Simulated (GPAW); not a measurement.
# Ag (P6_3/mmc) in GPAW: a series of runs, part 2 of 2

GPAW 26.7.0.

### 3 Relaxation of cell and atoms, PBEsol, target pressure 2 GPa, at which the enthalpy is minimised

Input file run.py:

```python
from ase import Atoms
from ase.filters import FrechetCellFilter
from ase.io import write
from ase.optimize import BFGS
from ase.units import GPa
from gpaw import GPAW, PW, setup_paths

setup_paths.insert(0, '.')

atoms = Atoms(['Ag', 'Ag'],
              cell=[[2.93, 0.0, 0.0],
                    [-1.465, 2.5374544331, 0.0],
                    [0.0, 0.0, 4.79]],
              scaled_positions=[[0.6666666667, 0.3333333333, 0.75],
                                [0.3333333333, 0.6666666667, 0.25]],
              pbc=True)

calc = GPAW(mode=PW(600),
            xc='PBEsol',
            kpts={'size': (8, 8, 4), 'gamma': True},
            occupations={'name': 'fermi-dirac', 'width': 0.05},
            nbands=31,
            convergence={'density': 1e-05, 'forces': 0.0001},
            maxiter=150,
            txt='gpaw.txt')
atoms.calc = calc
opt = BFGS(FrechetCellFilter(atoms, scalar_pressure=2 * GPa), trajectory='relax.traj', logfile='-')
done = opt.run(fmax=0.02, steps=60)
calc.write('gs.gpw')
write('result.traj', atoms)
print('Converged:', done)
print('Cell:', atoms.cell.cellpar().round(4))
print('Volume:', round(atoms.get_volume(), 4))
print(atoms.get_scaled_positions().round(5))
```

Potentials or basis: PAW data sets generated in the run's folder for this functional, pw.

Started as:

```bash
gpaw-setup -f PBEsol Ag
OMP_NUM_THREADS=1 python run.py
```

gpaw.txt:

```text
__  _  _
 | _ |_)|_||  |
 |__||  | ||/\| - 26.7.0

Input parameters:
  mode=PW(ecut=600.0),
  convergence={'density': 1e-05, 'forces': 0.0001},
  kpts=MonkhorstPack(size=(8, 8, 4), gamma=True),
  maxiter=150,
  nbands=31,
  occupations=Occupations(name='fermi-dirac', width=0.05),
  xc=XC(name='PBEsol')

Diagonalizing LCAO Hamiltonian
Converting LCAO to pw mode

          Ag

        Ag

Atoms  # Å, Bohr magnetons
|   | symbol |         x |        y |        z |    initial magnetic moments |
|---|--------|-----------|----------|----------|-----------------------------|
| 0 |     Ag |  1.465000 | 0.845818 | 3.592500 | ( 0.0000,  0.0000,  0.0000) |
| 1 |     Ag | -0.000000 | 1.691636 | 1.197500 | ( 0.0000,  0.0000,  0.0000) |

Unit cell  # Å
| periodic |         x |        y |        z |  lengths |     angles |
|----------|-----------|----------|----------|----------|------------|
|      yes |  2.930000 | 0.000000 | 0.000000 | 2.930000 |  90.000000 |
|      yes | -1.465000 | 2.537454 | 0.000000 | 2.930000 |  90.000000 |
|      yes |  0.000000 | 0.000000 | 4.790000 | 4.790000 | 120.000000 |

Number of symmetries: 12
Symmetry operations  # r_c * U_cc + t_c -> r_c
|    | kind |            matrix            |
|----|------|------------------------------|
|  0 |  σ   |  1, 1, 0,  0,-1, 0,  0, 0, 1 |
|  1 |  S6  |  1, 1, 0, -1, 0, 0,  0, 0,-1 |
|  2 |  E   |  1, 0, 0,  0, 1, 0,  0, 0, 1 |
|  3 |  C2  |  1, 0, 0, -1,-1, 0,  0, 0,-1 |
|  4 |  C2  |  0, 1, 0,  1, 0, 0,  0, 0,-1 |
|  5 |  C3  |  0, 1, 0, -1,-1, 0,  0, 0, 1 |
|  6 |  S6  |  0,-1, 0,  1, 1, 0,  0, 0,-1 |
|  7 |  σ   |  0,-1, 0, -1, 0, 0,  0, 0, 1 |
|  8 |  σ   | -1, 0, 0,  1, 1, 0,  0, 0, 1 |
[... 190 lines left out ...]
Atoms  # Å, Bohr magnetons
|   | symbol |         x |        y |        z |    initial magnetic moments |
|---|--------|-----------|----------|----------|-----------------------------|
| 0 |     Ag |  1.456342 | 0.840819 | 3.567362 | ( 0.0000,  0.0000,  0.0000) |
| 1 |     Ag | -0.000000 | 1.681638 | 1.189121 | ( 0.0000,  0.0000,  0.0000) |

Unit cell  # Å
| periodic |         x |        y |        z |  lengths |     angles |
|----------|-----------|----------|----------|----------|------------|
|      yes |  2.912683 | 0.000000 | 0.000000 | 2.912683 |  90.000000 |
|      yes | -1.456342 | 2.522458 | 0.000000 | 2.912683 |  90.000000 |
[... 852 lines left out ...]
Atoms  # Å, Bohr magnetons
|   | symbol |         x |        y |        z |    initial magnetic moments |
|---|--------|-----------|----------|----------|-----------------------------|
| 0 |     Ag |  1.433611 | 0.827696 | 3.468787 | ( 0.0000,  0.0000,  0.0000) |
| 1 |     Ag | -0.000000 | 1.655391 | 1.156262 | ( 0.0000,  0.0000,  0.0000) |

Unit cell  # Å
| periodic |         x |         y |        z |  lengths |     angles |
|----------|-----------|-----------|----------|----------|------------|
|      yes |  2.867222 | -0.000000 | 0.000000 | 2.867222 |  90.000000 |
|      yes | -1.433611 |  2.483087 | 0.000000 | 2.867222 |  90.000000 |
|      yes | -0.000000 |  0.000000 | 4.625049 | 4.625049 | 120.000000 |

Number of symmetries: 12
Symmetry operations  # r_c * U_cc + t_c -> r_c
|    | kind |            matrix            |
|----|------|------------------------------|
|  0 |  σ   |  1, 1, 0,  0,-1, 0,  0, 0, 1 |
|  1 |  S6  |  1, 1, 0, -1, 0, 0,  0, 0,-1 |
|  2 |  E   |  1, 0, 0,  0, 1, 0,  0, 0, 1 |
|  3 |  C2  |  1, 0, 0, -1,-1, 0,  0, 0,-1 |
|  4 |  C2  |  0, 1, 0,  1, 0, 0,  0, 0,-1 |
|  5 |  C3  |  0, 1, 0, -1,-1, 0,  0, 0, 1 |
|  6 |  S6  |  0,-1, 0,  1, 1, 0,  0, 0,-1 |
|  7 |  σ   |  0,-1, 0, -1, 0, 0,  0, 0, 1 |
|  8 |  σ   | -1, 0, 0,  1, 1, 0,  0, 0, 1 |
[... 170 lines left out ...]
Stress tensor  # eV/Ang^3
|         x |         y |         z |
|-----------|-----------|-----------|
| -0.014503 |  0.000000 |  0.000000 |
|  0.000000 | -0.014503 |  0.000000 |
|  0.000000 |  0.000000 | -0.012301 |

Forces  # eV/Ang
|        x |       y |        z |
|----------|---------|----------|
| -0.00000 | 0.00000 |  0.00000 |  # Ag   0
|  0.00000 | 0.00000 | -0.00000 |  # Ag   1

Interpolating wave functions to new cell

          Ag

        Ag

Atoms  # Å, Bohr magnetons
|   | symbol |         x |        y |        z |    initial magnetic moments |
|---|--------|-----------|----------|----------|-----------------------------|
| 0 |     Ag |  1.435865 | 0.828997 | 3.460246 | ( 0.0000,  0.0000,  0.0000) |
| 1 |     Ag | -0.000000 | 1.657995 | 1.153415 | ( 0.0000,  0.0000,  0.0000) |

Unit cell  # Å
| periodic |         x |        y |         z |  lengths |     angles |
|----------|-----------|----------|-----------|----------|------------|
|      yes |  2.871731 | 0.000000 | -0.000000 | 2.871731 |  90.000000 |
|      yes | -1.435865 | 2.486992 |  0.000000 | 2.871731 |  90.000000 |
|      yes |  0.000000 | 0.000000 |  4.613661 | 4.613661 | 120.000000 |

Number of symmetries: 12
Symmetry operations  # r_c * U_cc + t_c -> r_c
|    | kind |            matrix            |
|----|------|------------------------------|
|  0 |  σ   |  1, 1, 0,  0,-1, 0,  0, 0, 1 |
|  1 |  S6  |  1, 1, 0, -1, 0, 0,  0, 0,-1 |
|  2 |  E   |  1, 0, 0,  0, 1, 0,  0, 0, 1 |
|  3 |  C2  |  1, 0, 0, -1,-1, 0,  0, 0,-1 |
|  4 |  C2  |  0, 1, 0,  1, 0, 0,  0, 0,-1 |
|  5 |  C3  |  0, 1, 0, -1,-1, 0,  0, 0, 1 |
|  6 |  S6  |  0,-1, 0,  1, 1, 0,  0, 0,-1 |
|  7 |  σ   |  0,-1, 0, -1, 0, 0,  0, 0, 1 |
|  8 |  σ   | -1, 0, 0,  1, 1, 0,  0, 0, 1 |
[... 177 lines left out ...]
Forces  # eV/Ang
|       x |        y |        z |
|---------|----------|----------|
| 0.00000 | -0.00000 | -0.00001 |  # Ag   0
| 0.00000 |  0.00000 |  0.00001 |  # Ag   1

# Writing to gs.gpw (mode='')
```

Run time: 2.7 min. Hardware: 1 thread of Arm Neoverse V1, shared host; peak memory 0.29 GiB.

Results:

```yaml
Free_energy: -6.8600 eV
Relaxed_volume: 16.48 Å³/atom
Relaxed_cell: a = 2.872 Å, b = 2.872 Å, c = 4.614 Å, α = 90.00°, β = 90.00°, γ = 120.00°
Space_group_after_relaxing_to_0.05_Å: P6_3/mmc (No. 194)
Energy_change_on_relaxing_the_enthalpy_is_what_falls: -19.3 meV/atom
Ionic_steps: 7
Pressure_after_relaxing: 2.1 GPa
Band_gap_on_the_k_mesh: none (metal or under the smearing width)
```

The path:
```
step  energy change (eV)  largest force (eV/Å)  pressure (GPa)  volume (Å³)
   1              0.0000                0.0000           -5.93        35.61
   2             -0.0215                0.0000           -4.30        34.95
   3             -0.0332                0.0001            3.20        32.68
   4             -0.0385                0.0000            1.93        33.00
   5             -0.0383                0.0000            1.99        32.98
   6             -0.0381                0.0000            2.21        32.93
   7             -0.0386                0.0000            2.12        32.95
```

Final structure:
```
CELL_PARAMETERS angstrom
2.87173 0.00000 0.00000
-1.43587 2.48699 0.00000
0.00000 0.00000 4.61366
ATOMIC_POSITIONS crystal
Ag 0.66667 0.33333 0.75000
Ag 0.33333 0.66667 0.25000
```

Levels at points of the mesh, in eV from the Fermi level:
```tsv
k point	band 14	band 15	band 16	band 17	band 18	band 19	band 20	band 21
(0.00, 0.00, 0.00)	-4.04	-4.04	-2.88	-2.88	-0.30	4.19	15.88	18.32
(0.00, 0.00, 0.50)	-4.48	-3.22	-3.22	-3.22	-3.22	11.93	11.93	16.31
(0.50, 0.50, 0.00)	-2.77	-2.64	-2.61	0.19	1.72	7.27	7.51	9.96
(0.50, 0.50, 0.50)	-2.95	-2.67	-2.67	0.79	0.79	4.92	4.92	13.97
```

Caveat: later steps reuse the first step's grids.
